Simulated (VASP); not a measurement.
# Cu (Cmce) in VASP: a series of runs

One crystal, Cu, is run at these levels: PBE; tasks: relaxation of cell and atoms, single point.

Program: VASP 6.6.1. These are calculated values, not measurements. Logs are shortened: lines on timing, memory, paths and dates and some standing lists are left out, and cuts for length are marked.

### Step 1. Starting point

It takes space group Cmce (No. 64, orthorhombic). Conventional cell: a = 4.760 Å, b = 3.146 Å, c = 6.416 Å, α = 90.00°, β = 90.00°, γ = 90.00°. Cu (site symmetry m) has 1 Cu at 1.77 Å as nearest neighbours.

The cell was built by a generator and needn't be a form met in nature.

### Step 2. Relaxation of cell and atoms, PBE

INCAR reads:

```
ALGO = Normal ; EDIFF = 1E-6
EDIFFG = -0.04 ; ENCUT = 600
GGA = PE ; IBRION = 2
ISIF = 3 ; ISMEAR = 0
LASPH = T ; LCHARG = F
LREAL = F ; LWAVE = F
NELM = 100 ; NSW = 90
PREC = Accurate ; SIGMA = 0.1
```

KPOINTS reads:

```
k-points
0
Gamma
  6 6 4
```

POSCAR reads:

```
Cu
1.0
    2.3798099036     -1.5728722933      0.0000000000
    2.3798099036      1.5728722933      0.0000000000
    0.0000000000      0.0000000000      6.4161380723
Cu
4
Direct
    0.8500000000      0.1500000000      0.1170000000
    0.6500000000      0.3500000000      0.6170000000
    0.1500000000      0.8500000000      0.8830000000
    0.3500000000      0.6500000000      0.3830000000
```

Potentials or basis: VASP PAW PBE potentials, release 64 (Cu).

Launch:

```bash
$ cat potpaw_PBE.64/Cu/POTCAR > POTCAR
$ mpirun -np 1 vasp_std > vasp.out
```

OUTCAR:

```text
EDIFF = 1E-6
   EDIFFG = -0.04
   ENCUT = 600
   GGA = PE
   IBRION = 2
   ISIF = 3
   ISMEAR = 0
   LASPH = T
   LREAL = F
   NELM = 100
   NSW = 90
   PREC = Accurate

 ion  position               nearest neighbor table
   1  0.850  0.150  0.117-   3 1.77   4 2.32   4 2.32   3 2.67
   2  0.650  0.350  0.617-   4 1.77   3 2.32   3 2.32   4 2.67
   3  0.150  0.850  0.883-   1 1.77   2 2.32   2 2.32   1 2.67
   4  0.350  0.650  0.383-   2 1.77   1 2.32   1 2.32   2 2.67

  LATTYP: Found a base centered orthorhombic cell.
 ALAT       =     3.1457445866
 B/A-ratio  =     1.5130344108
 C/A-ratio  =     2.0396246089

  Lattice vectors:

 A1 = (  -2.3798099036,  -1.5728722933,   0.0000000000)
 A2 = (   2.3798099036,  -1.5728722933,   0.0000000000)
 A3 = (   0.0000000000,   0.0000000000,   6.4161380723)

Analysis of symmetry for initial positions (statically):
=====================================================================
 Subroutine PRICEL returns:
 Original cell was already a primitive cell.

 Routine SETGRP: Setting up the symmetry group for a
 base centered orthorhombic supercell.

 Subroutine GETGRP returns: Found  8 space group operations
 (whereof  4 operations were pure point group operations)
 out of a pool of  8 trial point group operations.

The static configuration has the point symmetry C_2h.
 The point group associated with its full space group is D_2h.

Analysis of symmetry for dynamics (positions and initial velocities):
=====================================================================
 Subroutine PRICEL returns:
 Original cell was already a primitive cell.

 Routine SETGRP: Setting up the symmetry group for a
 base centered orthorhombic supercell.

 Subroutine GETGRP returns: Found  8 space group operations
 (whereof  4 operations were pure point group operations)
 out of a pool of  8 trial point group operations.

The dynamic configuration has the point symmetry C_2h.
 The point group associated with its full space group is D_2h.

 Subroutine INISYM returns: Found  8 space group operations
 (whereof  4 operations are pure point group operations),
 and found     1 'primitive' translations

----------------------------------------------------------------------------------------

                                     Primitive cell

  volume of cell :      48.0330

  direct lattice vectors                    reciprocal lattice vectors
     2.379809904 -1.572872293  0.000000000     0.210100815 -0.317889763  0.000000000
     2.379809904  1.572872293  0.000000000     0.210100815  0.317889763  0.000000000
     0.000000000  0.000000000  6.416138072     0.000000000  0.000000000  0.155856995

  length of vectors
     2.852616769  2.852616769  6.416138072     0.381046262  0.381046262  0.155856995

  position of ions in fractional coordinates (direct lattice)
     0.850000000  0.150000000  0.117000000
     0.650000000  0.350000000  0.617000000
     0.150000000  0.850000000  0.883000000
     0.350000000  0.650000000  0.383000000

  ion indices of the primitive-cell ions
   primitive index   ion index
                 1           1
                 2           2
                 3           3
                 4           4

----------------------------------------------------------------------------------------

 KPOINTS: k-points

Automatic generation of k-mesh.
 Grid dimensions read from file:
 generate k-points for:    6    6    4

 Generating k-lattice:

  Cartesian coordinates                     Fractional coordinates (reciprocal lattice)
     0.035016802 -0.052981627  0.000000000     0.166666667  0.000000000  0.000000000
     0.035016802  0.052981627  0.000000000     0.000000000  0.166666667  0.000000000
     0.000000000  0.000000000  0.038964249     0.000000000  0.000000000  0.250000000

  Length of vectors
     0.063507710  0.063507710  0.038964249

  Shift w.r.t. Gamma in fractional coordinates (k-lattice)
     0.000000000  0.000000000  0.000000000

 Subroutine IBZKPT returns following result:
 ===========================================

 Found     39 irreducible k-points:

 Following reciprocal coordinates:
            Coordinates               Weight
  0.000000  0.000000  0.000000      1.000000
  0.166667  0.000000  0.000000      4.000000
  0.333333  0.000000  0.000000      4.000000
  0.500000  0.000000  0.000000      2.000000
  0.166667  0.166667  0.000000      2.000000
  0.333333  0.166667  0.000000      4.000000
[... 16 lines left out ...]
  0.333333  0.333333  0.250000      4.000000
  0.500000  0.333333  0.250000      8.000000
 [... further k-points ...]
   k-points           NKPTS =     39   k-points in BZ     NKDIM =     39   number of bands    NBANDS=     26
   number of dos      NEDOS =    301   number of ions     NIONS =      4
   total plane-waves  NPLWV =  31104
   dimension x,y,z NGX =    24 NGY =   24 NGZ =   54
   dimension x,y,z NGXF=    48 NGYF=   48 NGZF=  108
   ions per type =               4
   NGX,Y,Z   is equivalent  to a cutoff of  13.99, 13.99, 13.99 a.u.
   NGXF,Y,Z  is equivalent  to a cutoff of  27.97, 27.97, 27.98 a.u.
 SYSTEM =  unknown system
   PREC   = accura    normal or accurate (medium, high low for compatibility)
   ISTART =      0    job   : 0-new  1-cont  2-samecut
   ICHARG =      2    charge: 1-file 2-atom 10-const
   ISPIN  =      1    spin polarized calculation?
   LNONCOLLINEAR =      F non collinear calculations
   LSORBIT =      F    spin-orbit coupling
   LASPH  =      T    aspherical Exc in radial PAW
   ENCUT  =  600.0 eV  44.10 Ry    6.64 a.u.   5.70  5.70 12.81*2*pi/ulx,y,z
   NELM   =    100;   NELMIN=  2; NELMDL= -5     # of ELM steps
   EDIFF  = 0.1E-05   stopping-criterion for ELM
   LREAL  =      F    real-space projection
   EDIFFG = -.4E-01   stopping-criterion for IOM
   NSW    =     90    number of steps for IOM
   IBRION =      2    ionic relax: 0-MD 1-quasi-New 2-CG
   NFREE  =      1    steps in history (QN), initial steepest desc. (CG)
   ISIF   =      3    stress and relaxation
   ISYM   =      2    0-nonsym 1-usesym 2-fastsym
   POTIM  = 0.5000    time-step for ionic-motion
   TEBEG  =    0.0;   TEEND  =   0.0 temperature during run
   PSTRESS=    0.0 pullay stress
   NELECT =      44.0000    total number of electrons
   NUPDOWN=      -1.0000    fix difference up-down
   EMIN   =  10.00;   EMAX   =-10.00  energy-range for DOS
   EFERMI =   0.00;   METHOD = LEGACY
   ISMEAR =     0;   SIGMA  =   0.10  broadening in eV -4-tet -1-fermi 0-gaus
   EFERMI_NEDOS =   21; number of points for ismear=-14 and -15
   IALGO  =     38    algorithm
   IMIX   =      4    mixing-type and parameters
     AMIX     =   0.40;   BMIX     =  1.00
     AMIX_MAG =   1.60;   BMIX_MAG =  1.00
  volume/ion in A,a.u.               =      12.01        81.04
  Fermi-wavevector in a.u.,A,eV,Ry     =   1.589935  3.004541 34.394057  2.527892
  Thomas-Fermi vector in A             =   2.688707
   LORBIT       =      0    0 simple, 1 ext, 2 COOP (PROOUT), +10 PAW based schemes
   GGA     = PE    functional components
   LHFCALC =     F    Hartree Fock is set to
   AEXX    =    0.0000 exact exchange contribution
   IVDW    =     0    specifies the selected vdW correction
   LEPSILON=     F    determine dielectric tensor
   LRPA    =     F    only Hartree local field effects (RPA)
 conjugate gradient relaxation of ions
 non-spin polarized calculation
 Gauss-broadening in eV      SIGMA  =   0.10
  energy-cutoff  :      600.00
  volume of cell :       48.03
 maximum number of plane-waves:      1650
   NGX = 11   NGY = 11   NGZ = 25

--------------------------------------- Ionic step        1  -------------------------------------------

 number of electron      44.0000025 magnetization

 Free energy of the ion-electron system (eV)
  ---------------------------------------------------
  ext. energy  EPLUGINS =         0.00000000
  ---------------------------------------------------
  free energy    TOTEN  =        -8.60820641 eV

  energy without entropy =       -8.60319517  energy(sigma->0) =       -8.60570079

------------------------ aborting loop because EDIFF is reached ----------------------------------------

  FORCE on cell =-STRESS in cart. coord.  units (eV):
  Direction    XX          YY          ZZ          XY          YZ          ZX
  --------------------------------------------------------------------------------------
  -------------------------------------------------------------------------------------
  Total       -5.7661240     13.8131221     36.1354875      0.0000000      0.0000000      0.0000000
  in kB     -192.3335879    460.7475203   1205.3275244      0.0000000      0.0000000      0.0000000
  external PRESSURE =     491.2471523 kB  Pullay stress =       0.0000000 kB
[... 95 lines left out ...]
  FREE ENERGIE OF THE ION-ELECTRON SYSTEM (eV)
  ---------------------------------------------------
  free  energy   TOTEN  =       -11.2068852650 eV

  energy  without entropy=      -11.1969193209  energy(sigma->0) =      -11.20190229

 E-fermi :   3.3602     XC(G=0):  -9.9736

 val. band max:        3.3601078347   @ k =   0.3333   0.0000   0.0000
 cond. band min:       3.3835698054   @ k =   0.5000   0.1667   0.0000
 fundamental gap:      0.0234619707
 Fermi energy:         3.3601557224

 k-point     1 :       0.0000    0.0000    0.0000
  band No.  band energies     occupation
      1      -3.8492      2.00000
      2      -3.3009      2.00000
      3      -0.6411      2.00000
      4      -0.6253      2.00000
      5      -0.5134      2.00000
      6      -0.3777      2.00000
[... 685 lines left out ...]
     25       7.4327      0.00000
     26       8.8152      0.00000

 [... further k-points ...]

[... ionic steps 4 to 34 ...]

--------------------------------------- Ionic step       35  -------------------------------------------

 number of electron      44.0000023 magnetization

------------------------ aborting loop because EDIFF is reached ----------------------------------------
[... 71 lines left out ...]
--------------------------------------- Ionic step       37  -------------------------------------------

 number of electron      44.0000017 magnetization

 Free energy of the ion-electron system (eV)
  ---------------------------------------------------
  ext. energy  EPLUGINS =         0.00000000
  ---------------------------------------------------
  free energy    TOTEN  =       -14.83211084 eV

  energy without entropy =      -14.82735984  energy(sigma->0) =      -14.82973534

 E-fermi :   7.3723     XC(G=0): -12.6163

 val. band max:        7.2035463343   @ k =   0.5000   0.1667   0.2500
 cond. band min:       7.4159195016   @ k =   0.3333   0.0000   0.2500
 fundamental gap:      0.2123731673
 Fermi energy:         7.3723142537

 k-point     1 :       0.0000    0.0000    0.0000
  band No.  band energies     occupation
      1      -1.8528      2.00000
      2       1.0304      2.00000
      3       1.0449      2.00000
      4       2.6305      2.00000
      5       3.0235      2.00000
      6       3.7577      2.00000
[... 685 lines left out ...]
     25      13.1435      0.00000
     26      13.2065      0.00000

 [... further k-points ...]

------------------------ aborting loop because EDIFF is reached ----------------------------------------

  FORCE on cell =-STRESS in cart. coord.  units (eV):
  Direction    XX          YY          ZZ          XY          YZ          ZX
  --------------------------------------------------------------------------------------
  -------------------------------------------------------------------------------------
  Total       -0.0068245      0.0318894      0.0311295      0.0000000      0.0000000      0.0000000
  in kB       -0.2271586      1.0614626      1.0361688      0.0000000      0.0000000      0.0000000
  external PRESSURE =       0.6234909 kB  Pullay stress =       0.0000000 kB
[... 19 lines left out ...]
  FREE ENERGIE OF THE ION-ELECTRON SYSTEM (eV)
  ---------------------------------------------------
  free  energy   TOTEN  =       -14.8321108373 eV

  energy  without entropy=      -14.8273598406  energy(sigma->0) =      -14.82973534

 reached required accuracy - stopping structural energy minimisation
```

It took 16 min on 1 thread of Intel Xeon Platinum 8259CL at 2.50GHz (Skylake/Cascade Lake), shared host; peak memory 0.21 GiB.

Results:

* Free energy: -14.8321 eV
* Relaxed volume: 12.03 Å³/atom
* Relaxed cell: a = 2.614 Å, b = 2.614 Å, c = 7.046 Å, α = 90.00°, β = 90.00°, γ = 89.74°
* Space group after relaxing (to 0.05 Å): I4/mmm (No. 139)
* Energy gained by relaxing: 1556.0 meV/atom
* Ionic steps: 37
* Pressure after relaxing: 0.1 GPa
* Largest force after relaxing: 0.028 eV/Å
* Band gap on the k mesh: none (metal or under the smearing width)

Forces on the atoms (eV/Å):
```
Cu   0.000 -0.006  0.027
Cu   0.000  0.006  0.027
Cu   0.000  0.006 -0.027
Cu   0.000 -0.006 -0.027
```

Stress tensor (GPa, compression positive):
```
-0.02  0.00  0.00
 0.00  0.11  0.00
 0.00  0.00  0.10
```

The path:
| step | energy change (eV) | largest force (eV/Å) | pressure (GPa) | volume (Å³) |
| --- | --- | --- | --- | --- |
| 1 | 0.0000 | 12.0232 | 49.12 | 48.03 |
| 2 | -2.5425 | 2.2291 | 5.74 | 74.86 |
| 3 | -2.5987 | 2.2368 | 5.33 | 74.04 |
| 4 | -2.6576 | 2.2488 | 4.85 | 73.20 |
| 5 | -3.7819 | 2.6899 | 0.59 | 60.37 |
| 6 | -4.2994 | 2.3836 | 4.22 | 54.13 |
| 7 | -5.2482 | 0.5664 | -11.60 | 57.58 |
| 8 | -5.2786 | 0.4349 | -12.89 | 58.11 |
| 9 | -5.9095 | 0.4877 | -4.71 | 51.03 |
| 10 | -6.0241 | 0.5045 | 2.64 | 47.85 |
| 11 | -6.0261 | 0.5091 | 4.07 | 47.33 |
| 12 | -6.1165 | 0.3696 | 2.94 | 47.39 |
| 13 | -6.1375 | 0.3122 | 2.64 | 47.39 |
| 14 | -6.1305 | 0.3354 | 2.77 | 47.33 |
| 15 | -6.1421 | 0.2950 | 2.58 | 47.38 |
| 16 | -6.1711 | 0.1674 | -2.27 | 48.95 |
| 17 | -6.1712 | 0.1712 | -2.08 | 48.89 |
| 18 | -6.1920 | 0.1365 | -0.67 | 48.33 |
| 19 | -6.1956 | 0.1500 | 0.07 | 48.05 |
| 20 | -6.1959 | 0.1582 | 0.03 | 47.96 |
| 21 | -6.1955 | 0.1786 | 0.87 | 47.79 |
| 22 | -6.1959 | 0.1649 | 0.50 | 47.90 |
| 23 | -6.2032 | 0.0927 | 0.13 | 48.03 |
| 24 | -6.2077 | 0.0484 | -0.43 | 48.23 |
| 25 | -6.2092 | 0.0508 | 0.55 | 47.89 |
| 26 | -6.2092 | 0.0497 | 0.36 | 47.92 |
| 27 | -6.2109 | 0.0324 | -0.03 | 48.10 |
| 28 | -6.2111 | 0.0460 | -0.25 | 48.18 |
| 29 | -6.2129 | 0.0551 | -0.09 | 48.14 |
| 30 | -6.2150 | 0.0770 | 0.30 | 48.05 |
| 31 | -6.2159 | 0.0718 | 0.13 | 48.07 |
| 32 | -6.2168 | 0.0608 | 0.15 | 48.12 |
| 33 | -6.2185 | 0.0473 | 0.08 | 48.15 |
| 34 | -6.2222 | 0.0158 | -0.22 | 48.25 |
| 35 | -6.2219 | 0.0808 | -0.70 | 48.43 |
| 36 | -6.2234 | 0.0396 | -0.53 | 48.34 |
| 37 | -6.2239 | 0.0281 | 0.06 | 48.13 |

Final structure:
```yaml
crystal:
  lattice:
    - [1.85243, -1.84401, 0.00000]
    - [1.85243, 1.84401, 0.00000]
    - [0.00000, 0.00000, 7.04559]
  atoms:
    - { symbol: Cu, position: [0.74958, 0.25042, 0.12471] }
    - { symbol: Cu, position: [0.75042, 0.24958, 0.62471] }
    - { symbol: Cu, position: [0.25042, 0.74958, 0.87529] }
    - { symbol: Cu, position: [0.24958, 0.75042, 0.37529] }
```

Caveat: the k mesh is coarse (spacing up to 0.40 Å⁻¹), so the values aren't converged.

### Step 3. Single point, PBE

INCAR reads:

```
SYSTEM = Cu
PREC     = Accurate       ! precision mode
ENCUT    = 520            ! plane-wave cutoff, eV
EDIFF    = 1E-7           ! SCF threshold, eV
ISMEAR   = 0              ! smearing method
SIGMA    = 0.1            ! smearing width, eV
LREAL    = .False.        ! projectors in reciprocal space
LASPH    = .True.         ! aspherical terms in the spheres
NELM     = 100            ! most SCF steps
ALGO     = Normal         ! electronic algorithm
ISIF     = 2              ! what is computed and relaxed
LWAVE    = .False.        ! write WAVECAR
LCHARG   = .False.        ! write CHGCAR
GGA      = PE             ! functional
NBANDS   = 30             ! bands
```

KPOINTS reads:

```
regular mesh
0
Gamma
  6 6 4
  0 0 0
```

POSCAR is that of step 2.

Potentials or basis: VASP PAW PBE potentials, release 64 (Cu).

Launch:

```bash
$ cat potpaw_PBE.64/Cu/POTCAR > POTCAR
$ mpirun -np 1 vasp_std > vasp.out
```

Run time: 39 s. Hardware: 1 thread of Intel Xeon Platinum 8259CL at 2.50GHz (Skylake/Cascade Lake), shared host; peak memory 0.18 GiB.

The run converged. Its results:

```yaml
Free_energy: -8.6075 eV
Pressure: 49.0 GPa
Largest_force: 12.024 eV/Å
Band_gap_on_the_k_mesh: none (metal or under the smearing width)
```

Forces on the atoms (eV/Å):
```
Cu   0.000  7.125  9.685
Cu   0.000 -7.125  9.685
Cu   0.000 -7.125 -9.685
Cu   0.000  7.125 -9.685
```

Stress tensor (GPa, compression positive):
```
-19.33   0.00   0.00
  0.00  45.97   0.00
  0.00   0.00 120.43
```

Levels at points of the mesh, in eV from the Fermi level:
| k point | band 19 | band 20 | band 21 | band 22 | band 23 | band 24 | band 25 | band 26 |
| --- | --- | --- | --- | --- | --- | --- | --- | --- |
| (0.00, 0.00, 0.00) | -1.97 | -1.74 | -1.69 | -1.16 | -0.62 | 4.70 | 10.39 | 12.67 |
| (0.50, 0.00, 0.00) | -1.59 | -1.59 | -0.94 | -0.94 | 0.14 | 0.14 | 3.88 | 3.88 |
| (0.50, 0.50, 0.00) | -1.32 | -1.12 | -0.67 | 1.06 | 2.90 | 3.04 | 3.24 | 4.12 |
| (0.00, 0.00, 0.50) | -1.72 | -1.72 | -1.60 | -1.60 | 0.71 | 0.71 | 13.30 | 13.30 |
| (0.50, 0.00, 0.50) | -1.70 | -1.70 | -1.30 | -1.30 | -0.10 | -0.10 | 6.11 | 6.11 |
| (0.50, 0.50, 0.50) | -1.25 | -1.25 | 0.43 | 0.43 | 1.40 | 1.40 | 6.64 | 6.64 |

Caveat: the k mesh is coarse (spacing up to 0.40 Å⁻¹), so the values aren't converged; a pressure of tens of GPa on the cell as given is suspect, and the run, the potentials or the cell itself is likely at fault; forces of over 1 eV/Å show positions far from the minimum, so gaps and moduli don't describe the material at rest.

[end of part 1 of 2]
